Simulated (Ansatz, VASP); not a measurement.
TiAl in VASP and in Ansatz

File INCAR:

```
  PREC = Accurate
  ENCUT = 520
  EDIFF = 1E-7
  ISMEAR = -1
  SIGMA = 0.05
  LREAL = F
  LASPH = T
  NELM = 80
  ALGO = Normal
  ISIF = 2
  LWAVE = F
  LCHARG = F
  GGA = PE
  NBANDS = 14
```

Contents of KPOINTS:

```
Automatic mesh
0
Gamma
  8 8 8
```

POSCAR

```
TiAl
1.0
    3.1577273571      0.0000000000      0.0000000000
    0.0000000000      3.1577273571      0.0000000000
    0.0000000000      0.0000000000      3.1577273571
Ti Al
1 1
Direct
    0.0000000000      0.0000000000      0.0000000000
    0.5000000000      0.5000000000      0.5000000000
```

input.yaml

```yaml
crystal:
  lattice:
    - [3.1577273571, 0.0, 0.0]
    - [0.0, 3.1577273571, 0.0]
    - [0.0, 0.0, 3.1577273571]
  atoms:
    - { symbol: Ti, position: [0.0, 0.0, 0.0] }
    - { symbol: Al, position: [0.5, 0.5, 0.5] }
hamiltonian:
  xc: pbe
  pseudopotentials: { kind: paw }
kpoints:
  mp_grid: { grid: [8, 8, 8] }
scf:
  occupations: { method: fermi_dirac, width: 0.05 }
output:
  forces: true
  stress: true
  eigenvalues: true
```

Change from the starting cell: volume scaled by 0.98.

Alike in both runs: task single point; functional PBE; k mesh 8 × 8 × 8; occupations fermi-dirac, width 0.05 eV; no spin polarisation.

|  | VASP | Ansatz |
| --- | --- | --- |
| version | VASP 6.6.1 | Ansatz 0.2.0 |
| potentials or method | VASP PAW PBE potentials, release 64 (Ti_sv, Al) | Ansatz PAW |
| plane-wave cutoff (eV) | 520 | 420 |
| valence electrons in the cell | 15 | 15 |

VASP gave:

```
gap on the k mesh at the Fermi level (eV) : none
pressure (GPa)                            : 3.2
```

Q: Estimate Ansatz's values.

A: gap on the k mesh at the Fermi level (eV): none; pressure (GPa): 3.3.

A gap of «none» marks a metal or a gap that the smearing closes. The functional is the same, so the differences come from potentials, cutoffs and numerics.
